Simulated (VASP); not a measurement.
# Ca (Im-3m) in VASP: reference runs, part 2 of 2

VASP 6.6.1.

## 3. Single point, PBE (cell strained at random at fixed volume)

The input, INCAR:

```
  PREC = Accurate
  ENCUT = 520
  EDIFF = 1E-7
  ISMEAR = -1
  SIGMA = 0.05
  LREAL = False
  LASPH = True
  NELM = 60
  ALGO = Normal
  ISIF = 2
  LWAVE = False
  LCHARG = False
  GGA = PE
  NBANDS = 11
```

The input, KPOINTS:

```
regular mesh
0
Gamma
  8 8 8
```

The input, POSCAR:

```
Ca
1.0
   -2.2516270000      2.2138260000      2.2348730000
    2.2160260000     -2.2372230000      2.2226690000
    2.2838730000      2.2694690000     -2.2582700000
Ca
1
Direct
    0.0102290000      0.0053610000      0.0177860000
```

Potentials or basis: VASP PAW PBE potentials, release 64 (Ca_sv).

Command:

```sh
> cat potpaw_PBE.64/Ca_sv/POTCAR > POTCAR
> mpirun -np 1 vasp_std > vasp.out
```

OUTCAR:

```text
PREC = Accurate
   ENCUT = 520
   EDIFF = 1E-7
   ISMEAR = -1
   LREAL = False
   LASPH = True
   NELM = 60
   ISIF = 2
   GGA = PE

 ion  position               nearest neighbor table
   1  0.010  0.005  0.018-

  LATTYP: Found a triclinic cell.
 ALAT       =     3.8647592092
 B/A-ratio  =     1.6272851776
 C/A-ratio  =     1.9462845679
 COS(alpha) =     0.0015071696
 COS(beta)  =     0.5289479488
 COS(gamma) =     0.8130430739

  Lattice vectors:

 A1 = (  -2.2482720000,  -2.2460720000,  -2.1992720000)
 A2 = (   0.0033550000,  -4.4598980000,  -4.4341450000)
 A3 = (  -6.7837720000,  -2.3017150000,   2.2938710000)

Analysis of symmetry for initial positions (statically):
=====================================================================
 Subroutine PRICEL returns:
 Original cell was already a primitive cell.

 Routine SETGRP: Setting up the symmetry group for a
 triclinic supercell.

 Subroutine GETGRP returns: Found  2 space group operations
 (whereof  1 operations were pure point group operations)
 out of a pool of  2 trial point group operations.

The static configuration has the point symmetry C_1 .
 The point group associated with its full space group is S_2 .

Analysis of symmetry for dynamics (positions and initial velocities):
=====================================================================
 Subroutine PRICEL returns:
 Original cell was already a primitive cell.

 Routine SETGRP: Setting up the symmetry group for a
 triclinic supercell.

 Subroutine GETGRP returns: Found  2 space group operations
 (whereof  1 operations were pure point group operations)
 out of a pool of  2 trial point group operations.

The dynamic configuration has the point symmetry C_1 .
 The point group associated with its full space group is S_2 .
[... 139 lines left out ...]
   EFERMI_NEDOS =   21; number of points for ismear=-14 and -15
   IALGO  =     38    algorithm
   IMIX   =      4    mixing-type and parameters
     AMIX     =   0.40;   BMIX     =  1.00
     AMIX_MAG =   1.60;   BMIX_MAG =  1.00
  volume/ion in A,a.u.               =      44.96       303.39
  Fermi-wavevector in a.u.,A,eV,Ry     =   0.991913  1.874443 13.386649  0.983891
  Thomas-Fermi vector in A             =   2.123688
   LORBIT       =      0    0 simple, 1 ext, 2 COOP (PROOUT), +10 PAW based schemes
   GGA     = PE    functional components
   LHFCALC =     F    Hartree Fock is set to
   AEXX    =    0.0000 exact exchange contribution
   IVDW    =     0    specifies the selected vdW correction
   LEPSILON=     F    determine dielectric tensor
   LRPA    =     F    only Hartree local field effects (RPA)
 non-spin polarized calculation
  energy-cutoff  :      520.00
  volume of cell :       44.96
 maximum number of plane-waves:      1226
 NGX is ok and might be reduce to    30

 number of electron      10.0000000 magnetization

 number of electron       9.9999999 magnetization

 Free energy of the ion-electron system (eV)
  ---------------------------------------------------
  ext. energy  EPLUGINS =         0.00000000
  ---------------------------------------------------
  free energy    TOTEN  =        -1.90895317 eV

  energy without entropy =       -1.89607815  energy(sigma->0) =       -1.90251566

 E-fermi :   1.7400     XC(G=0):  -7.5420

 val. band max:        1.7354024149   @ k =   0.5000   0.2500   0.5000
 cond. band min:       1.7409356041   @ k =   0.0000   0.5000  -0.0000
 fundamental gap:      0.0055331893
 Fermi energy:         1.7400354642

 k-point     1 :       0.0000    0.0000    0.0000
  band No.  band energies     occupation
      1     -40.4472      2.00000
      2     -21.3702      2.00000
      3     -21.3696      2.00000
      4     -21.3681      2.00000
      5      -2.1916      2.00000
      6       3.9121      0.00000
      7       3.9332      0.00000
      8       4.0462      0.00000
      9       4.9374      0.00000
     10       4.9798      0.00000
     11      11.5261      0.00000
[... 533 lines left out ...]
 k-point    40 :      -0.3750    0.0000    0.1250
  band No.  band energies     occupation
      1     -40.4388      2.00000
      2     -21.4504      2.00000
      3     -21.3973      2.00000
      4     -21.3740      2.00000
      5      -0.4402      2.00000
      6       2.8640      0.00000
      7       3.1985      0.00000
      8       4.7559      0.00000
      9       5.1435      0.00000
     10       5.1849      0.00000
     11       8.1434      0.00000

 [... further k-points ...]
[... 5 lines left out ...]
  --------------------------------------------------------------------------------------
  -------------------------------------------------------------------------------------
  Total       -0.2673047     -0.2697212     -0.2755535     -0.0468832      0.0317563      0.0497153
  in kB       -9.5260559     -9.6121727     -9.8200229     -1.6707967      1.1317138      1.7717244
  external PRESSURE =      -9.6527505 kB  Pullay stress =       0.0000000 kB

 VOLUME and BASIS-vectors are now :
 -----------------------------------------------------------------------------
  energy-cutoff  :      520.00
  volume of cell :       44.96
      direct lattice vectors                 reciprocal lattice vectors
    -2.251627000  2.213826000  2.234873000     0.000177393  0.224225867  0.225517231
     2.216026000 -2.237223000  2.222669000     0.224019296 -0.000431170  0.226125794
     2.283873000  2.269469000 -2.258270000     0.220663250  0.221478383  0.002924877

 POSITION                                       TOTAL-FORCE (eV/Angst)
 -----------------------------------------------------------------------------------
      0.02947      0.05102     -0.00539         0.000000     -0.000000      0.000000
 -----------------------------------------------------------------------------------
    total drift:                                0.000000     -0.000001      0.000001

  FREE ENERGIE OF THE ION-ELECTRON SYSTEM (eV)
  ---------------------------------------------------
  free  energy   TOTEN  =        -1.9089531727 eV

  energy  without entropy=       -1.8960781535  energy(sigma->0) =       -1.90251566
```

stdout:

```text
POSCAR found type information on POSCAR Ca
 POSCAR found :  1 types and       1 ions
 scaLAPACK will be used
 LDA part: xc-table for (Slater+PW92), standard interpolation
 POSCAR, INCAR and KPOINTS ok, starting setup
 FFT: planning ... GRIDC
 FFT: planning ... GRID_SOFT
 FFT: planning ... GRID
 WAVECAR not read
 entering main loop
```

Wall time 2 min (1 thread of Intel Xeon Platinum 8488C (Sapphire Rapids), shared host); peak memory 0.25 GiB.

What came out:

```yaml
Free_energy: -1.9090 eV
Pressure: -1.0 GPa
Band_gap_on_the_k_mesh: none (metal or under the smearing width)
```

Stress tensor (GPa, compression positive):
```
-0.95 -0.17  0.18
-0.17 -0.96  0.11
 0.18  0.11 -0.98
```

Levels at points of the mesh, in eV from the Fermi level:
```
           k point  band 3  band 4  band 5  band 6  band 7  band 8
(0.00, 0.00, 0.00)  -23.11  -23.11   -3.93    2.17    2.19    2.31
(0.50, 0.00, 0.00)  -23.15  -23.11   -0.81   -0.01    1.31    3.11
(0.00, 0.50, 0.00)  -23.15  -23.11   -0.81    0.00    1.34    3.08
(0.50, 0.50, 0.00)  -23.15  -23.11   -0.83   -0.02    1.37    3.06
(0.00, 0.00, 0.50)  -23.14  -23.11   -0.89   -0.11    1.35    3.11
(0.50, 0.00, 0.50)  -23.14  -23.11   -0.88   -0.10    1.32    3.14
(0.00, 0.50, 0.50)  -23.14  -23.11   -0.86   -0.07    1.30    3.15
(0.50, 0.50, 0.50)  -23.19  -23.18    0.13    0.15    3.63    3.69
```
